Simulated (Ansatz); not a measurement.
A run of Ansatz 0.2.0 is set up as follows.

Contents of input.yaml:

```yaml
crystal:
  lattice:
    - [2.714, 0.0, 0.0]
    - [-1.357, 2.3503929459, 0.0]
    - [0.0, 0.0, 4.41]
  atoms:
    - { symbol: Cr, position: [0.6666666667, 0.3333333333, 0.75], spin: 3.0 }
    - { symbol: Cr, position: [0.3333333333, 0.6666666667, 0.25], spin: 3.0 }
hamiltonian:
  xc: pbesol
  pseudopotentials: { kind: paw }
magnetization:
  spin_polarized: true
kpoints:
  mp_grid: { grid: [11, 11, 6] }
scf:
  occupations: { method: fermi_dirac, width: 0.05 }
output:
  forces: true
  stress: true
  eigenvalues: true
```

Potentials or basis: Ansatz PAW.

Run with:

```bash
$ ansatz run input.yaml --threads 2 --pin off --max-ram 5632MiB --backend cpu --events-out ev --progress --plain --runs-dir out
```

Q: Estimate the absolute moment.

A: 1.64 μB per cell.

Q: What does it give for the net moment?

A: 1.64 μB per cell.

Q: Predict the band gap on the k mesh.

A: None (metal or under the smearing width).

Stress tensor (GPa, compression positive):
```
-33.71   0.00   0.00
  0.00 -33.71   0.00
  0.00   0.00 -28.99
```

Caveat: a pressure of tens of GPa on the cell as given is suspect, and the run, the potentials or the cell itself is likely at fault; the PAW data sets come from PBE, with cores solved anew for the run's functional, which leaves a small shift of forces and pressure.
